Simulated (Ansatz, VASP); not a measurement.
## Ir: VASP beside Ansatz

File INCAR:

```
ALGO     = Normal         # electronic algorithm
EDIFF    = 1E-6           # SCF threshold, eV
ENCUT    = 520            # plane-wave cutoff, eV
GGA      = PS             # functional
ISIF     = 2              # what is computed and relaxed
ISMEAR   = -1             # smearing method
LASPH    = T              # aspherical terms in the spheres
LCHARG   = F              # write CHGCAR
LREAL    = F              # projectors in reciprocal space
LWAVE    = F              # write WAVECAR
NBANDS   = 10             # bands
NELM     = 100            # most SCF steps
PREC     = Accurate       # precision mode
SIGMA    = 0.05           # smearing width, eV
```

File KPOINTS:

```
k-points
0
Gamma
  18 18 18
```

The input POSCAR:

```
Ir
1.0
    0.0000000000      1.9324136155      1.9324136155
    1.9324136155      0.0000000000      1.9324136155
    1.9324136155      1.9324136155      0.0000000000
Ir
1
Direct
    0.0000000000      0.0000000000      0.0000000000
```

Input for Ansatz:

```yaml
crystal:
  lattice:
    - [0.0, 1.9324136155, 1.9324136155]
    - [1.9324136155, 0.0, 1.9324136155]
    - [1.9324136155, 1.9324136155, 0.0]
  atoms:
    - { symbol: Ir, position: [0.0, 0.0, 0.0] }
kpoints:
  mp_grid: { grid: [18, 18, 18] }
  band_path:
    path:
      - [0.0, 0.0, 0.0]
      - [0.5, 0.0, 0.5]
      - [0.625, 0.25, 0.625]
      - [0.375, 0.375, 0.75]
      - [0.0, 0.0, 0.0]
      - [0.5, 0.5, 0.5]
      - [0.5, 0.25, 0.75]
      - [0.5, 0.0, 0.5]
    npoints: 5
scf:
  occupations: { method: fermi_dirac, width: 0.05 }
hamiltonian:
  xc: pbesol
  pseudopotentials: { kind: all_electron, lapw: { basis_error: 0.0005 } }
output:
  forces: true
  stress: true
  eigenvalues: true
```

Change from the starting cell: volume scaled by 1.02.

Alike in both runs: task single point; functional PBEsol; k mesh 18 × 18 × 18; occupations fermi-dirac, width 0.05 eV; no spin polarisation.

|  | VASP | Ansatz |
| --- | --- | --- |
| version | VASP 6.6.1 | Ansatz 0.2.0 |
| potentials or method | VASP PAW PBE potentials, release 64 (Ir) | all-electron LAPW, scalar-relativistic |
| plane-wave cutoff (eV) | 520 | see its input |

```tsv
	VASP	Ansatz	Ansatz less VASP
pressure (GPa)	-8.9	-9.7	-0.83
```

Ansatz ran all-electron here, so the differences hold the error of VASP's frozen core and of both bases.

Caveats: the PAW data sets were made with another functional, which shifts forces and pressure a little (VASP). The runs have no spin-orbit coupling, so splittings on Ir are missing.
